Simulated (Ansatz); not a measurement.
# MoS2 (P-3m1) in Ansatz: notebook

One crystal, MoS2, is run at these levels: PBEsol; tasks: band structure.

All numbers are computed with Ansatz 0.2.0; they aren't measurements. Logs are shortened: lines on timing, memory, paths and dates and some standing lists are left out, and cuts for length are marked.

### 1 The cell of the first run

Symmetry: P-3m1, No. 164, trigonal system. Conventional cell: a = 3.227 Å, b = 3.227 Å, c = 6.312 Å, α = 90.00°, β = 90.00°, γ = 120.00°. Around Mo (site symmetry -3m) lie 6 S at 2.42 Å. S (site symmetry 3m) is surrounded by 3 Mo at 2.42 Å.

Measurements of this composition are mostly on another form, of space group No. 194.

### 2 Band structure, PBEsol (strain_z_fixed_volume = 0)

input.yaml reads:

```yaml
crystal:
  lattice:
    - [3.2274645616, 0.0, 0.0]
    - [-1.6137322808, 2.7950663001, 0.0]
    - [0.0, 0.0, 6.31247342]
  atoms:
    - { symbol: Mo, position: [0.0, 0.0, 0.5] }
    - { symbol: S, position: [0.6666666667, 0.3333333333, 0.74468068] }
    - { symbol: S, position: [0.3333333333, 0.6666666667, 0.25531932] }
kpoints:
  mp_grid: { grid: [9, 9, 4] }
  band_path:
    path:
      - [0.0, 0.0, 0.0]
      - [0.5, 0.0, 0.0]
      - [0.3333333333, 0.3333333333, 0.0]
      - [0.0, 0.0, 0.0]
      - [0.0, 0.0, 0.5]
      - [0.5, 0.0, 0.5]
      - [0.3333333333, 0.3333333333, 0.5]
      - [0.0, 0.0, 0.5]
    npoints: 10
scf:
  occupations: { method: fermi_dirac, width: 0.05 }
hamiltonian:
  xc: pbesol
  pseudopotentials: { kind: all_electron, lapw: { basis_error: 0.002 } }
output:
  forces: true
  stress: true
  eigenvalues: true
```

Potentials or basis: all-electron LAPW, scalar-relativistic.

Run with:

```console
ansatz run input.yaml --threads 2 --pin off --max-ram 8192MiB --backend cpu --events-out ev --progress --plain --runs-dir out
```

The log of the run:

```text
Warning: RAYON_NUM_THREADS=2 ignored (pool sized by the plan → 2); use --threads N
LAPW: plane waves up to 7.906 Å⁻¹, error target 2.0e-3 eV per atom; small_component_spin mean_spin; S in spheres of 1.069 Å, 14 of its electrons in bands, Dirac shells []; Mo in spheres of 1.351 Å, 30 of its electrons in bands, Dirac shells [] (how accurate: hamiltonian.pseudopotentials.lapw.basis_error, Limitations)
Engine: ansatz 0.2.0, aarch64-unknown-linux-gnu
Pseudopotentials: kind: all_electron
Pseudopotential: Mo, LAPW, valence charge 30, lapw/all_electron/scalar/gaussian/Mo, Koelling and Harmon's equation, gaussian nucleus
Pseudopotential: S, LAPW, valence charge 14, lapw/all_electron/scalar/gaussian/S, Koelling and Harmon's equation, gaussian nucleus
Functional definition: PBEsol
  exchange = pbesol_x
  correlation = pbesol_c
Crystal: 3 atoms, lattice volume = 56.945 Å³
Basis set: ecut = 238.1233978353832 eV, 465 PW (Γ), exchange–correlation at level 2
Bands: 35, of which v1, the nominal top of the filled ones, is band 29 counted from 1 (28 counted from 0)
Symmetry: 12 space group operations
Space group: P-3m1 (ITA 164), of the structure as read, at distance tolerance 3.8e-5 Å
k-points: 43 of 324
Non-local potential: Mo, projectors of the file, none
Non-local potential: S, projectors of the file, none
Initial density: superposition of atomic densities (chi_scale 0.1, normalization cell, long waves kept (reshape's long-wave potential 0.17 eV rms))
Initial wavefunctions: plane waves of lowest kinetic energy (no species holds an atomic orbital)
Functional: x = pbesol(κ = 0.804, μ = 0.12345679012345678), c = pbesol(β = 0.046)
iter 1 solved again at ethr=6.51e-3 eV; its pass at ethr=1.00e-1 eV (dr2=3.78e0 eV) is discarded
SCF iter   1: F=—  HF=-131813.951422 eV  |F-HF|=—  |Δ(HF+E_count)|=         —  Δρ=6.44e-2  dr2=3.78e0  ethr=6.51e-3  ⟨swp⟩=2.0  Hψ=10012  notcnv=0
preconditioner: auto → LDOS  [metal: Δε(μ)=0.039 eV  Ē_g=10.075 eV  σ=0.050 eV  W_gap=0.19  n_scr=22 (ndim 8)  ℏωp=20.9 eV  f_vac=0.133  D(μ)=1.58/eV (n_scr^D=4)  β→1.0]
iter 2 solved again at ethr=5.76e-4 eV; its pass at ethr=6.51e-3 eV (dr2=3.34e-1 eV) is discarded
SCF iter   2: F=—  HF=-131812.618275 eV  |F-HF|=—  |Δ(HF+E_count)|=    1.33e0  Δρ=2.55e-2  dr2=3.36e-1  ethr=5.76e-4  ⟨swp⟩=2.0  Hψ=7492  notcnv=0
SCF iter   3: F=—  HF=-131812.414045 eV  |F-HF|=—  |Δ(HF+E_count)|=   2.04e-1  Δρ=7.67e-3  dr2=3.94e-2  ethr=5.76e-4  ⟨swp⟩=3.0  Hψ=4884  notcnv=0
SCF iter   4: F=—  HF=-131812.386015 eV  |F-HF|=—  |Δ(HF+E_count)|=         —  Δρ=1.95e-3  dr2=4.85e-3  ethr=6.79e-5  ⟨swp⟩=3.0  Hψ=4859  notcnv=0
the basis was enlarged: its passes take 2.4 MiB over the memory plan, 2 of 2 planned eigensolver slots
SCF iter   5: F=—  HF=-131812.385357 eV  |F-HF|=—  |Δ(HF+E_count)|=   6.57e-4  Δρ=2.93e-4  dr2=1.49e-4  ethr=8.36e-6  ⟨swp⟩=2.0  Hψ=4239  notcnv=0
SCF iter   6: F=—  HF=-131812.385330 eV  |F-HF|=—  |Δ(HF+E_count)|=   2.77e-5  Δρ=4.72e-5  dr2=1.21e-6  ethr=2.57e-7  ⟨swp⟩=2.0  Hψ=4241  notcnv=0
SCF iter   7: F=-131812.385329 eV  HF=-131812.385329 eV  |F-HF|=2.62e-8  |Δ(HF+E_count)|=   3.73e-7  Δρ=1.31e-5  dr2=7.61e-8  ethr=2.09e-9  ⟨swp⟩=2.9  Hψ=4293  notcnv=0
SCF 1 converged in 7 iterations: F = -131812.385329 eV  dr2 = 7.61e-8
NSCF: frozen V_eff on 71 k-points
SCF converged after 7 iterations
Free energy (F): -131812.385329 eV
Harris-Foulkes:  -131812.385329 eV  (|F-HF|=2.62e-8)
Internal energy: -131812.376606 eV  (E = F + TS)
E sigma→0 (E₀):  -131812.380968 eV
Entropy (-TS):   -0.008723 eV (-2.908 meV/atom)
Fermi energy:    11.261846 eV
--- Per-component energies (eV) ---
  E_band       = -6862.801093
  E_kinetic    = 135887.139110
  E_xc         = -4671.707927
  E_electrostatic = -263027.807789  (all electrons and nuclei)
  E_smearing   = -0.008723  (= −TS)
  E_closure    = 0.000000  (closes the sum)
  E_atoms      = -131789.879735  (free atoms, spherical and without spin; not in F)
  Σ components = -131812.385329   (vs F -131812.385329, Δ=0.00e0)
  Basis errors (estimates in eV, not in F): energy 9.5e-4 per atom: plane waves 8.4e-4 (5.0e-4 summed), levels above the bands 1.6e-61, relativity 2.0e-8, radial functions 1.1e-4, core shells 2.2e-7; eigenvalues (radial functions only) 2.6e-6; not estimated: angular momenta, meshes, grids; target (lapw.basis_error) 2.0e-3; muffin-tin radii S 1.069 Å, Mo 1.351 Å
--- Forces (eV/Å), atoms counted from 1 ---
  atom   1  Mo     0.00000000     0.00000000     0.00000000
  atom   2  S     -0.00000000    -0.00000000     0.02009512
  atom   3  S     -0.00000000     0.00000000    -0.02009512
  max |Σ_I F_I| component: 4.63e-18 eV/Å
--- Stress (GPa, compression-positive) ---
       -4.665205      -0.000000      -0.000000
        0.000000      -4.665205      -0.000000
       -0.000000      -0.000000      -0.959948
  P = ⅓ Tr σ = -3.4301 GPa (-34.301 kbar)
--- Band table (eV; the first three rows and the last of 43) ---
  k-point 0: bands = ["-365.0692", "-365.0692", "-365.0362", "-207.2417", "-207.2417", "-207.2122", "-207.2122", "-207.2050", "-194.3943", "-194.3943", "-139.4692", "-139.4692", "-139.4692", "-139.4692", "-139.4223", "-139.4223", "-50.4154", "-24.4757", "-24.4369", "-24.4369", "-3.5560", "-2.0940", "4.5716", "7.2331", "7.2331", "9.4483", "10.1847", "10.3101", "10.3101", "10.9699", "10.9699", "14.4734", "14.4734", "17.2087", "17.3401"]
  k-point 1: bands = ["-365.0692", "-365.0692", "-365.0362", "-207.2417", "-207.2417", "-207.2122", "-207.2122", "-207.2050", "-194.3943", "-194.3943", "-139.4692", "-139.4692", "-139.4692", "-139.4692", "-139.4223", "-139.4223", "-50.4154", "-24.4757", "-24.4369", "-24.4369", "-3.4738", "-2.2342", "4.9123", "7.2377", "7.2377", "8.4385", "10.3070", "10.3070", "10.8707", "10.9356", "10.9356", "14.5527", "14.5527", "17.1013", "18.0391"]
  k-point 2: bands = ["-365.0692", "-365.0692", "-365.0362", "-207.2417", "-207.2417", "-207.2122", "-207.2122", "-207.2050", "-194.3943", "-194.3943", "-139.4692", "-139.4692", "-139.4692", "-139.4692", "-139.4223", "-139.4223", "-50.4154", "-24.4758", "-24.4369", "-24.4369", "-3.3715", "-2.3922", "5.3664", "7.2423", "7.2423", "7.6656", "10.3038", "10.3038", "10.9020", "10.9020", "11.2006", "14.6328", "14.6328", "17.1730", "18.8106"]
  k-point 42: bands = ["-365.0692", "-365.0692", "-365.0362", "-207.2417", "-207.2417", "-207.2122", "-207.2122", "-207.2050", "-194.3943", "-194.3943", "-139.4692", "-139.4692", "-139.4692", "-139.4692", "-139.4223", "-139.4223", "-50.3797", "-24.6652", "-24.6652", "-24.4013", "-1.4514", "-1.4514", "5.6916", "5.6916", "6.0528", "7.4692", "7.4692", "7.4776", "11.6268", "11.6268", "11.8925", "14.8736", "14.8736", "18.8917", "18.9150"]
```

Run time: 10 s. Hardware: 2 threads of Arm Neoverse V2, shared host; peak memory 0.36 GiB.

Results:

```yaml
Free_energy: -131812.3853 eV
Pressure: -3.4 GPa
Largest_force: 0.020 eV/Å
Band_gap_along_the_path: none (metal or under the smearing width)
```

Forces in eV/Å, atoms in the order of the input:
```
Mo   0.000  0.000  0.000
S    0.000  0.000  0.020
S    0.000  0.000 -0.020
```

Stress tensor (GPa, compression positive):
```
-4.67  0.00  0.00
 0.00 -4.67  0.00
 0.00  0.00 -0.96
```

Levels at the corners of the path, in eV from the Fermi level:
```csv
point,band 27,band 28,band 29,band 30,band 31,band 32
Γ,-1.08,-0.95,-0.95,-0.29,-0.29,3.21
M,-3.18,-1.75,-1.72,0.95,1.72,3.65
K,-3.85,-3.44,0.62,0.83,0.83,2.85
Γ,-1.08,-0.95,-0.95,-0.29,-0.29,3.21
A,-0.96,-0.96,-0.36,-0.36,-0.06,3.37
L,-2.38,-2.11,-1.60,0.95,1.73,3.31
H,-3.79,-3.78,0.36,0.36,0.63,3.61
A,-0.96,-0.96,-0.36,-0.36,-0.06,3.37
```

Caveat: this functional lacks dispersion, which binds the layers, so the pressure and a relaxed spacing across them are unreliable.

### 3 Band structure, PBEsol, 18.98 Å³/atom (strain_z_fixed_volume = -0.04)

Edit input.yaml of step 2 so:

```diff
@@ -2,5 +2,5 @@
   lattice:
-    - [3.2274645616, 0.0, 0.0]
-    - [-1.6137322808, 2.7950663001, 0.0]
-    - [0.0, 0.0, 6.31247342]
+    - [3.2940172245, 0.0, 0.0]
+    - [-1.6470086123, 2.8527025969, 0.0]
+    - [0.0, 0.0, 6.0599744832]
   atoms:
```

Potentials or basis: all-electron LAPW, scalar-relativistic.

Run with:

```console
ansatz run input.yaml --threads 2 --pin off --max-ram 8192MiB --backend cpu --events-out ev --progress --plain --runs-dir out
```

The log of the run:

```text
Warning: RAYON_NUM_THREADS=2 ignored (pool sized by the plan → 2); use --threads N
LAPW: plane waves up to 7.937 Å⁻¹, error target 2.0e-3 eV per atom; small_component_spin mean_spin; S in spheres of 1.065 Å, 14 of its electrons in bands, Dirac shells []; Mo in spheres of 1.346 Å, 30 of its electrons in bands, Dirac shells [] (how accurate: hamiltonian.pseudopotentials.lapw.basis_error, Limitations)
Engine: ansatz 0.2.0, aarch64-unknown-linux-gnu
Pseudopotentials: kind: all_electron
Pseudopotential: Mo, LAPW, valence charge 30, lapw/all_electron/scalar/gaussian/Mo, Koelling and Harmon's equation, gaussian nucleus
Pseudopotential: S, LAPW, valence charge 14, lapw/all_electron/scalar/gaussian/S, Koelling and Harmon's equation, gaussian nucleus
Functional definition: PBEsol
  exchange = pbesol_x
  correlation = pbesol_c
Crystal: 3 atoms, lattice volume = 56.945 Å³
Basis set: ecut = 240.00746033619325 eV, 477 PW (Γ), exchange–correlation at level 2
Bands: 35, of which v1, the nominal top of the filled ones, is band 29 counted from 1 (28 counted from 0)
Symmetry: 12 space group operations
Space group: P-3m1 (ITA 164), of the structure as read, at distance tolerance 3.8e-5 Å
k-points: 43 of 324
Non-local potential: Mo, projectors of the file, none
Non-local potential: S, projectors of the file, none
Initial density: superposition of atomic densities (chi_scale 0.1, normalization cell, long waves kept (reshape's long-wave potential 0.12 eV rms))
Initial wavefunctions: plane waves of lowest kinetic energy (no species holds an atomic orbital)
Functional: x = pbesol(κ = 0.804, μ = 0.12345679012345678), c = pbesol(β = 0.046)
iter 1 solved again at ethr=6.70e-3 eV; its pass at ethr=1.00e-1 eV (dr2=3.88e0 eV) is discarded
SCF iter   1: F=—  HF=-131813.920197 eV  |F-HF|=—  |Δ(HF+E_count)|=         —  Δρ=6.57e-2  dr2=3.89e0  ethr=6.70e-3  ⟨swp⟩=2.0  Hψ=9994  notcnv=0
preconditioner: auto → LDOS  [metal: Δε(μ)=0.020 eV  Ē_g=10.079 eV  σ=0.050 eV  W_gap=0.10  n_scr=22 (ndim 8)  ℏωp=20.9 eV  f_vac=0.118  D(μ)=2.47/eV (n_scr^D=22)  β→1.0]
SCF iter   2: F=—  HF=-131812.416210 eV  |F-HF|=—  |Δ(HF+E_count)|=    1.50e0  Δρ=2.35e-2  dr2=5.22e-1  ethr=6.70e-3  ⟨swp⟩=2.8  Hψ=4221  notcnv=0
SCF iter   3: F=—  HF=-131812.396085 eV  |F-HF|=—  |Δ(HF+E_count)|=         —  Δρ=1.29e-2  dr2=1.62e-1  ethr=9.01e-4  ⟨swp⟩=3.1  Hψ=5090  notcnv=0
the basis was enlarged: its passes take 2.5 MiB over the memory plan, 2 of 2 planned eigensolver slots
iter 4 solved again at ethr=2.72e-6 eV; its pass at ethr=2.80e-4 eV (dr2=1.58e-3 eV) is discarded
SCF iter   4: F=—  HF=-131812.301326 eV  |F-HF|=—  |Δ(HF+E_count)|=   9.48e-2  Δρ=1.87e-3  dr2=1.58e-3  ethr=2.72e-6  ⟨swp⟩=2.0  Hψ=7954  notcnv=0
SCF iter   5: F=—  HF=-131812.301521 eV  |F-HF|=—  |Δ(HF+E_count)|=   1.95e-4  Δρ=2.62e-4  dr2=3.26e-5  ethr=2.72e-6  ⟨swp⟩=2.5  Hψ=4278  notcnv=0
SCF iter   6: F=—  HF=-131812.301523 eV  |F-HF|=—  |Δ(HF+E_count)|=   2.00e-6  Δρ=7.76e-5  dr2=4.71e-6  ethr=5.62e-8  ⟨swp⟩=3.0  Hψ=4342  notcnv=0
SCF iter   7: F=-131812.301522 eV  HF=-131812.301522 eV  |F-HF|=3.85e-8  |Δ(HF+E_count)|=   1.42e-6  Δρ=1.27e-5  dr2=5.69e-8  ethr=8.12e-9  ⟨swp⟩=2.0  Hψ=4242  notcnv=0
SCF 1 converged in 7 iterations: F = -131812.301522 eV  dr2 = 5.69e-8
NSCF: frozen V_eff on 71 k-points
SCF converged after 7 iterations
Free energy (F): -131812.301522 eV
Harris-Foulkes:  -131812.301522 eV  (|F-HF|=3.85e-8)
Internal energy: -131812.289583 eV  (E = F + TS)
E sigma→0 (E₀):  -131812.295552 eV
Entropy (-TS):   -0.011939 eV (-3.980 meV/atom)
Fermi energy:    11.256804 eV
--- Per-component energies (eV) ---
  E_band       = -6863.219692
  E_kinetic    = 135887.638181
  E_xc         = -4671.693143
  E_electrostatic = -263028.234622  (all electrons and nuclei)
  E_smearing   = -0.011939  (= −TS)
  E_closure    = 0.000000  (closes the sum)
  E_atoms      = -131789.879735  (free atoms, spherical and without spin; not in F)
  Σ components = -131812.301522   (vs F -131812.301522, Δ=0.00e0)
  Basis errors (estimates in eV, not in F): energy 9.5e-4 per atom: plane waves 8.7e-4 (5.1e-4 summed), levels above the bands 2.5e-62, relativity 1.4e-8, radial functions 8.4e-5, core shells 2.4e-7; eigenvalues (radial functions only) 2.6e-6; not estimated: angular momenta, meshes, grids; target (lapw.basis_error) 2.0e-3; muffin-tin radii S 1.065 Å, Mo 1.346 Å
--- Forces (eV/Å), atoms counted from 1 ---
  atom   1  Mo     0.00000000    -0.00000000     0.00000000
  atom   2  S      0.00000000     0.00000000     0.41955833
  atom   3  S     -0.00000000    -0.00000000    -0.41955833
  max |Σ_I F_I| component: 1.33e-31 eV/Å
--- Stress (GPa, compression-positive) ---
       -5.455089      -0.000000      -0.000000
       -0.000000      -5.455089      -0.000000
       -0.000000      -0.000000       2.178649
  P = ⅓ Tr σ = -2.9105 GPa (-29.105 kbar)
--- Band table (eV; the first three rows and the last of 43) ---
  k-point 0: bands = ["-365.1078", "-365.1078", "-365.0602", "-207.2818", "-207.2818", "-207.2424", "-207.2424", "-207.2331", "-194.3689", "-194.3689", "-139.4414", "-139.4414", "-139.4414", "-139.4414", "-139.3993", "-139.3993", "-50.4466", "-24.5139", "-24.5139", "-24.4716", "-3.5160", "-1.8736", "4.6037", "6.8986", "6.8986", "9.7940", "10.1997", "10.1997", "10.5412", "10.7363", "10.7363", "14.5174", "14.5174", "16.8784", "17.3427"]
  k-point 1: bands = ["-365.1078", "-365.1078", "-365.0602", "-207.2818", "-207.2818", "-207.2424", "-207.2424", "-207.2330", "-194.3689", "-194.3689", "-139.4414", "-139.4414", "-139.4414", "-139.4414", "-139.3993", "-139.3992", "-50.4466", "-24.5139", "-24.5139", "-24.4716", "-3.4167", "-2.0507", "5.0074", "6.9054", "6.9054", "8.6842", "10.1945", "10.1945", "10.6888", "10.6888", "11.2452", "14.6313", "14.6313", "16.8662", "18.0389"]
  k-point 2: bands = ["-365.1078", "-365.1078", "-365.0602", "-207.2818", "-207.2818", "-207.2424", "-207.2424", "-207.2330", "-194.3689", "-194.3689", "-139.4414", "-139.4414", "-139.4414", "-139.4414", "-139.3992", "-139.3992", "-50.4466", "-24.5139", "-24.5139", "-24.4716", "-3.2894", "-2.2518", "5.5623", "6.9123", "6.9123", "7.8008", "10.1895", "10.1895", "10.6425", "10.6425", "11.5641", "14.7473", "14.7473", "16.9850", "18.8186"]
  k-point 42: bands = ["-365.1078", "-365.1078", "-365.0602", "-207.2818", "-207.2818", "-207.2424", "-207.2424", "-207.2330", "-194.3689", "-194.3689", "-139.4414", "-139.4414", "-139.4414", "-139.4414", "-139.3992", "-139.3992", "-50.4189", "-24.7050", "-24.7050", "-24.4095", "-1.5288", "-1.5288", "5.6947", "5.6947", "6.1761", "7.5471", "7.5471", "7.5635", "11.5403", "11.6731", "11.6731", "14.8692", "14.8692", "18.8543", "18.8543"]
```

Wall time 12 s (2 threads of Arm Neoverse V2, shared host); peak memory 0.36 GiB.

What came out:

- Free energy: -131812.3015 eV
- Pressure: -2.9 GPa
- Largest force: 0.420 eV/Å
- Band gap along the path: none (metal or under the smearing width)

Caveat: this functional lacks dispersion, which binds the layers, so the pressure and a relaxed spacing across them are unreliable.

### 4 Band structure, PBEsol, 18.98 Å³/atom (strain_z_fixed_volume = -0.02)

Edit input.yaml of step 3 so:

```diff
@@ -2,5 +2,5 @@
   lattice:
-    - [3.2940172245, 0.0, 0.0]
-    - [-1.6470086123, 2.8527025969, 0.0]
-    - [0.0, 0.0, 6.0599744832]
+    - [3.2602315394, 0.0, 0.0]
+    - [-1.6301157697, 2.8234433352, 0.0]
+    - [0.0, 0.0, 6.1862239516]
   atoms:
```

Run with:

```console
ansatz run input.yaml --threads 2 --pin off --max-ram 8192MiB --backend cpu --events-out ev --progress --plain --runs-dir out
```

Wall time 12 s (2 threads of Arm Neoverse V2, shared host); peak memory 0.36 GiB.

The run converged. Its results:

| Quantity | Value |
| --- | --- |
| Free energy | -131812.3511 eV |
| Pressure | -3.2 GPa |
| Largest force | 0.231 eV/Å |
| Band gap along the path | none (metal or under the smearing width) |

Caveat: this functional lacks dispersion, which binds the layers, so the pressure and a relaxed spacing across them are unreliable.
